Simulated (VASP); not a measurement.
A run of VASP 6.6.1:

INCAR

```
SYSTEM = Hf
PREC = Accurate
ENCUT = 520
EDIFF = 1E-6
ISMEAR = 0
SIGMA = 0.05
LREAL = .False.
LASPH = .True.
NELM = 150
ALGO = Fast
ISIF = 2
LWAVE = .False.
LCHARG = .False.
MAGMOM = 0 0 0
LORBIT = 11
LSORBIT = .True.
GGA_COMPAT = .False.
LORBMOM = .True.
LMAXMIX = 4
GGA = PE
NBANDS = 21
```

KPOINTS

```
Automatic mesh
0
Gamma
  16 16 16
  0 0 0
```

POSCAR

```
Hf
1.0
   -1.7710290685      1.7710290685      1.7710290685
    1.7710290685     -1.7710290685      1.7710290685
    1.7710290685      1.7710290685     -1.7710290685
Hf
1
Direct
    0.0000000000      0.0000000000      0.0000000000
```

Potentials or basis: VASP PAW PBE potentials, release 64 (Hf_pv).

Command:

```sh
$ cat potpaw_PBE.64/Hf_pv/POTCAR > POTCAR
$ mpirun -np 1 vasp_ncl > vasp.out
```

Hardware: 1 thread of AMD EPYC 7R13 Processor (Zen 3), on a shared host.

Task: How long does it take, and how much memory?

Result: Wall time 2.2 min on 1 thread of AMD EPYC 7R13 Processor (Zen 3), with other jobs on the host, peak memory 0.23 GiB. Counts: scf iterations 14, k points 145.
